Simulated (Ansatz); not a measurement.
# In: equation of state, part 2 of 2

How stiff is In, and at what volume does the pressure vanish? The cell is scaled evenly, atoms carried along, and solved with LAPW, PAW and all-electron datasets made for the crystal.

Ansatz 0.2.0; DFT PBE; a cell built from a prototype (diamond type), not taken from measurement. «Crystal datasets» are all-electron PAW datasets made for this crystal.

**7. Volume × 1.03, LAPW**

This is In in the diamond structure; at room conditions it is tetragonal.

input.yaml reads:

```yaml
crystal:
  lattice:
    - [0.0, 3.3980901535, 3.3980901535]
    - [3.3980901535, 0.0, 3.3980901535]
    - [3.3980901535, 3.3980901535, 0.0]
  atoms:
    - { symbol: In, position: [0.0, 0.0, 0.0] }
    - { symbol: In, position: [0.25, 0.25, 0.25] }
kpoints:
  mp_grid: { grid: [9, 9, 9] }
scf:
  occupations: { method: fermi_dirac, width: 0.05 }
hamiltonian:
  xc: pbe
  pseudopotentials: { kind: all_electron, lapw: { basis_error: 0.00025 } }
output:
  forces: true
  stress: true
  eigenvalues: true
```

Started as:

```bash
$ ansatz run input.yaml --threads 1 --pin off --max-ram 2048MiB --backend cpu --events-out ev --progress --plain --runs-dir out
```

Log (excerpt; [...] marks lines left out):

```text
LAPW: plane waves up to 8.341 Å⁻¹, error target 2.5e-4 eV per atom; small_component_spin mean_spin; In in spheres of 1.471 Å, 21 of its electrons in bands, Dirac shells []
[...]
Pseudopotentials: kind: all_electron
Pseudopotential: In, LAPW, valence charge 21, Koelling and Harmon's equation, gaussian nucleus
Functional definition: PBE
[...]
Crystal: 2 atoms, lattice volume = 78.476 Å³
Basis set: ecut = 265.10010496610613 eV, 749 PW (Γ), exchange–correlation at level 2
Bands: 26, of which v1, the nominal top of the filled ones, is band 21 counted from 1 (20 counted from 0)
Symmetry: 48 space group operations
Space group: Fd-3m (ITA 227), of the structure as read, at distance tolerance 4.3e-5 Å
k-points: 35 of 729
[...]
SCF iter   1: F=—  HF=-320091.282618 eV  |F-HF|=—  |Δ(HF+E_count)|=         —  Δρ=8.19e-3  dr2=4.09e-2  ethr=9.56e-5  ⟨swp⟩=3.0  Hψ=6087  notcnv=0
[...]
SCF iter   7: F=-320091.266597 eV  HF=-320091.266597 eV  |F-HF|=2.46e-8  |Δ(HF+E_count)|=   8.83e-7  Δρ=6.20e-6  dr2=5.97e-8  ethr=5.40e-9  ⟨swp⟩=3.0  Hψ=2672  notcnv=0
[...]
SCF converged after 7 iterations
Free energy (F): -320091.266597 eV
[...]
E sigma→0 (E₀):  -320091.258004 eV
Entropy (-TS):   -0.017187 eV (-8.594 meV/atom)
Fermi energy:    7.429256 eV
[...]
--- Forces (eV/Å), atoms counted from 1 ---
  atom   1  In     0.00000000    -0.00000000    -0.00000000
  atom   2  In    -0.00000000     0.00000000     0.00000000
[...]
--- Stress (GPa, compression-positive) ---
       -0.631883       0.000000      -0.000000
        0.000000      -0.631883      -0.000000
       -0.000000      -0.000000      -0.631883
  P = ⅓ Tr σ = -0.6319 GPa (-6.319 kbar)
--- Band table (eV; the first three rows and the last of 35) ---
  k-point 0: bands = ["-107.9032", "-107.9006", "-66.3854", "-66.3854", "-66.3854", "-66.3719", "-66.3719", "-66.3719", "-7.1764", "-7.1764", "-7.1764", "-7.1184", "-7.1184", "-6.7585", "-6.7585", "-6.7585", "-6.7245", "-6.7245", "-0.2947", "9.1065", "9.5892", "9.5892", "9.5892", [...]
[...]
```

Wall time 16 s (1 thread of Arm Neoverse V1, shared host).

Result: pressure -0.63 GPa; no gap.

**8. Volume × 1.03, PAW**

Edit input.yaml of step 7 so:

```diff
@@ -14,3 +14,3 @@
   xc: pbe
-  pseudopotentials: { kind: all_electron, lapw: { basis_error: 0.00025 } }
+  pseudopotentials: { kind: paw }
 output:
@@ -19 +19,2 @@
   eigenvalues: true
+  efg: { contact_densities: true }
```

Started as:

```bash
$ ansatz run input.yaml --threads 1 --pin off --max-ram 2048MiB --backend cpu --events-out ev --progress --plain --runs-dir out
```

Log (excerpt; [...] marks lines left out):

```text
In: output.efg is read without spin–orbit coupling, which moves field gradients at and beside such atoms by some per cent and up to a factor of two; PAW files take it under magnetization.noncollinear and magnetization.spin_orbit
[...]
[... 3 set-up lines as earlier in the session ...]
[...]
Crystal: 2 atoms, lattice volume = 78.476 Å³
Basis set: ecut = 420 eV, 1471 PW (Γ), exchange–correlation on 72×72×72 points (8 copies of the dense FFT grid, shifted against one another)
Bands: 17, of which v1, the nominal top of the filled ones, is band 13 counted from 1 (12 counted from 0)
[... 2 set-up lines as earlier in the session ...]
k-points: 35 of 729
[...]
  atom   1  In     0.00000000     0.00000000    -0.00000000
  atom   2  In     0.00000000     0.00000000    -0.00000000
[...]
--- Stress (GPa, compression-positive) ---
       -0.636592      -0.000000       0.000000
        0.000000      -0.636592      -0.000000
       -0.000000      -0.000000      -0.636592
  P = ⅓ Tr σ = -0.6366 GPa (-6.366 kbar)
--- PAW observables at the nuclei: V_zz in 10²¹ V/m², potentials from the cell's mean, atoms counted from 1 ---
  atom   1  In V_zz =    -0.000000   η = 0.0000   by run symmetry: forbidden
            electrostatic potential = -7934.357761 V   contact ρ = 1133069.429993 e/Å³
  atom   2  In V_zz =    -0.000000   η = 0.0000   by run symmetry: forbidden
            electrostatic potential = -7934.357761 V   contact ρ = 1133069.429993 e/Å³
--- Band table (eV; the first three rows and the last of 35) ---
  k-point 0: bands = ["-9.3690", "-9.3690", "-9.3690", "-9.3108", "-9.3108", "-8.9510", "-8.9510", "-8.9510", "-8.9170", "-8.9170", "-2.4852", "6.9161", "7.3983", "7.3983", "7.3983", "9.0687", "9.0687"]
[...]
```

Run time: 4.1 s. Hardware: 1 thread of Arm Neoverse V1, shared host.

This run gives: pressure -0.64 GPa; no gap.

**9. Volume × 1.06, LAPW**

input.yaml reads:

```yaml
crystal:
  lattice:
    - [0.0, 3.4307661018, 3.4307661018]
    - [3.4307661018, 0.0, 3.4307661018]
    - [3.4307661018, 3.4307661018, 0.0]
  atoms:
    - { symbol: In, position: [0.0, 0.0, 0.0] }
    - { symbol: In, position: [0.25, 0.25, 0.25] }
kpoints:
  mp_grid: { grid: [9, 9, 9] }
scf:
  occupations: { method: fermi_dirac, width: 0.05 }
hamiltonian:
  xc: pbe
  pseudopotentials: { kind: all_electron, lapw: { basis_error: 0.00025 } }
output:
  forces: true
  stress: true
  eigenvalues: true
```

Started as:

```bash
$ ansatz run input.yaml --threads 1 --pin off --max-ram 2048MiB --backend cpu --events-out ev --progress --plain --runs-dir out
```

Log (excerpt; [...] marks lines left out):

```text
LAPW: plane waves up to 8.247 Å⁻¹, error target 2.5e-4 eV per atom; small_component_spin mean_spin; In in spheres of 1.486 Å, 21 of its electrons in bands, Dirac shells []
[...]
[... 3 set-up lines as earlier in the session ...]
[...]
Crystal: 2 atoms, lattice volume = 80.761 Å³
Basis set: ecut = 259.10116816400716 eV, 749 PW (Γ), exchange–correlation at level 2
Bands: 26, of which v1, the nominal top of the filled ones, is band 21 counted from 1 (20 counted from 0)
[... 2 set-up lines as earlier in the session ...]
k-points: 35 of 729
[...]
SCF iter   1: F=—  HF=-320091.267813 eV  |F-HF|=—  |Δ(HF+E_count)|=         —  Δρ=7.87e-3  dr2=3.95e-2  ethr=9.25e-5  ⟨swp⟩=3.0  Hψ=6080  notcnv=0
[...]
SCF iter   7: F=-320091.253841 eV  HF=-320091.253841 eV  |F-HF|=2.76e-8  |Δ(HF+E_count)|=   9.80e-7  Δρ=6.41e-6  dr2=6.77e-8  ethr=5.78e-9  ⟨swp⟩=3.0  Hψ=2672  notcnv=0
[...]
SCF converged after 7 iterations
Free energy (F): -320091.253841 eV
[...]
E sigma→0 (E₀):  -320091.244818 eV
Entropy (-TS):   -0.018046 eV (-9.023 meV/atom)
Fermi energy:    7.119718 eV
[...]
--- Forces (eV/Å), atoms counted from 1 ---
  atom   1  In     0.00000000     0.00000000    -0.00000000
  atom   2  In     0.00000000     0.00000000    -0.00000000
[...]
--- Stress (GPa, compression-positive) ---
       -1.138947       0.000000       0.000000
        0.000000      -1.138947       0.000000
        0.000000       0.000000      -1.138947
  P = ⅓ Tr σ = -1.1389 GPa (-11.389 kbar)
--- Band table (eV; the first three rows and the last of 35) ---
[... band rows left out ...]
[...]
```

Wall time 16 s (1 thread of Arm Neoverse V1, shared host).

Read from it: pressure -1.14 GPa; no gap.

**10. Volume × 1.06, PAW**

Edit input.yaml of step 9 so:

```diff
@@ -14,3 +14,3 @@
   xc: pbe
-  pseudopotentials: { kind: all_electron, lapw: { basis_error: 0.00025 } }
+  pseudopotentials: { kind: paw }
 output:
@@ -19 +19,2 @@
   eigenvalues: true
+  efg: { contact_densities: true }
```

Started as:

```bash
$ ansatz run input.yaml --threads 1 --pin off --max-ram 2048MiB --backend cpu --events-out ev --progress --plain --runs-dir out
```

Log (excerpt; [...] marks lines left out):

```text
In: output.efg is read without spin–orbit coupling, which moves field gradients at and beside such atoms by some per cent and up to a factor of two; PAW files take it under magnetization.noncollinear and magnetization.spin_orbit
[...]
[... 3 set-up lines as earlier in the session ...]
[...]
Crystal: 2 atoms, lattice volume = 80.761 Å³
Basis set: ecut = 420 eV, 1591 PW (Γ), exchange–correlation on 72×72×72 points (8 copies of the dense FFT grid, shifted against one another)
Bands: 17, of which v1, the nominal top of the filled ones, is band 13 counted from 1 (12 counted from 0)
[... 2 set-up lines as earlier in the session ...]
k-points: 35 of 729
[...]
  atom   1  In    -0.00000000     0.00000000    -0.00000000
  atom   2  In    -0.00000000     0.00000000    -0.00000000
[...]
--- Stress (GPa, compression-positive) ---
       -1.143684      -0.000000       0.000000
        0.000000      -1.143684       0.000000
       -0.000000      -0.000000      -1.143684
  P = ⅓ Tr σ = -1.1437 GPa (-11.437 kbar)
--- PAW observables at the nuclei: V_zz in 10²¹ V/m², potentials from the cell's mean, atoms counted from 1 ---
  atom   1  In V_zz =    -0.000000   η = 0.0000   by run symmetry: forbidden
            electrostatic potential = -7934.037231 V   contact ρ = 1133070.938598 e/Å³
  atom   2  In V_zz =    -0.000000   η = 0.0000   by run symmetry: forbidden
            electrostatic potential = -7934.037231 V   contact ρ = 1133070.938598 e/Å³
--- Band table (eV; the first three rows and the last of 35) ---
  k-point 0: bands = ["-9.6003", "-9.6003", "-9.6003", "-9.5452", "-9.5452", "-9.2096", "-9.2096", "-9.2096", "-9.1804", "-9.1804", "-2.6190", "6.4368", "7.0793", "7.0793", "7.0793", "8.7494", "8.7494"]
[...]
```

It took 4 s on 1 thread of Arm Neoverse V1, shared host.

Read from it: pressure -1.14 GPa; no gap.

**11. Volume × 1.06, crystal datasets**

Edit input.yaml of step 10 so:

```diff
@@ -14,3 +14,3 @@
   xc: pbe
-  pseudopotentials: { kind: paw }
+  pseudopotentials: { kind: all_electron, datasets: crystal }
 output:
```

Started as:

```bash
$ ansatz run input.yaml --threads 1 --pin off --max-ram 2048MiB --backend cpu --events-out ev --progress --plain --runs-dir out
```

Log (excerpt; [...] marks lines left out):

```text
[...]
In: output.efg is read without spin–orbit coupling, which moves field gradients at and beside such atoms by some per cent and up to a factor of two; PAW files take it under magnetization.noncollinear and magnetization.spin_orbit
[...]
[... 3 set-up lines as earlier in the session ...]
[...]
Crystal: 2 atoms, lattice volume = 80.761 Å³
Basis set: ecut = 240 eV, 701 PW (Γ), exchange–correlation on 50×50×50 points (8 copies of the dense FFT grid, shifted against one another)
Bands: 17, of which v1, the nominal top of the filled ones, is band 13 counted from 1 (12 counted from 0)
[... 2 set-up lines as earlier in the session ...]
k-points: 35 of 729
[...]
--- Forces (eV/Å), atoms counted from 1 ---
  atom   1  In    -0.00000000     0.00000000    -0.00000000
  atom   2  In     0.00000000     0.00000000     0.00000000
[...]
--- Stress (GPa, compression-positive) ---
       -1.138481       0.000000      -0.000000
       -0.000000      -1.138481       0.000000
       -0.000000       0.000000      -1.138481
  P = ⅓ Tr σ = -1.1385 GPa (-11.385 kbar)
--- PAW observables at the nuclei: V_zz in 10²¹ V/m², potentials from the cell's mean, atoms counted from 1 ---
  atom   1  In V_zz =    -0.000000   η = 0.0000   by run symmetry: forbidden
            electrostatic potential = -7934.017192 V   contact ρ = 1133012.041230 e/Å³
  atom   2  In V_zz =    -0.000000   η = 0.0000   by run symmetry: forbidden
            electrostatic potential = -7934.017192 V   contact ρ = 1133012.041230 e/Å³
--- Band table (eV; the first three rows and the last of 35) ---
  k-point 0: bands = ["-7.4701", "-7.4701", "-7.4701", "-7.4151", "-7.4151", "-7.0794", "-7.0794", "-7.0794", "-7.0502", "-7.0502", "-0.4906", "8.5650", "9.2081", "9.2081", "9.2081"]
[...]
```

It took 5.1 s on 1 thread of Arm Neoverse V1, shared host.

Read from it: pressure -1.14 GPa; no gap.

**12. The equation of state**

The rows at scale 1 come from earlier runs of the unscaled cell with the same settings.

| method | volume (Å³/atom) | F above the lowest (meV/atom) | pressure (GPa) |
| --- | --- | --- | --- |
| LAPW | 35.828 | 10.5 | 1.60 |
| LAPW | 36.952 | 2.5 | 0.73 |
| LAPW | 38.095 | 0.0 | -0.02 |
| LAPW | 39.238 | 2.4 | -0.63 |
| LAPW | 40.381 | 8.8 | -1.14 |
| PAW | 35.828 | 10.5 | 1.60 |
| PAW | 36.952 | 2.4 | 0.72 |
| PAW | 38.095 | 0.0 | -0.02 |
| PAW | 39.238 | 2.4 | -0.64 |
| PAW | 40.381 | 8.8 | -1.14 |
| crystal datasets | 35.828 | – | 1.61 |
| crystal datasets | 38.095 | – | -0.01 |
| crystal datasets | 40.381 | – | -1.14 |

**13. What came out**

This closing draws on all 2 parts.

| quantity | value |
| --- | --- |
| equilibrium volume (LAPW) | 38.069 Å³/atom |
| bulk modulus (LAPW) | 22.6 GPa |
| its pressure derivative (LAPW) | 5.3 |
| equilibrium volume (PAW) | 38.061 Å³/atom |
| bulk modulus (PAW) | 22.6 GPa |
| its pressure derivative (PAW) | 5.3 |

By LAPW, the pressure vanishes at 38.07 Å³/atom (less than 0.1 % from the starting cell) and the bulk modulus there is 22.6 GPa (Birch-Murnaghan, third order). PAW's volume lies -0.02 % and its modulus +0.2 % from LAPW's. No thermal or zero-point expansion is included.
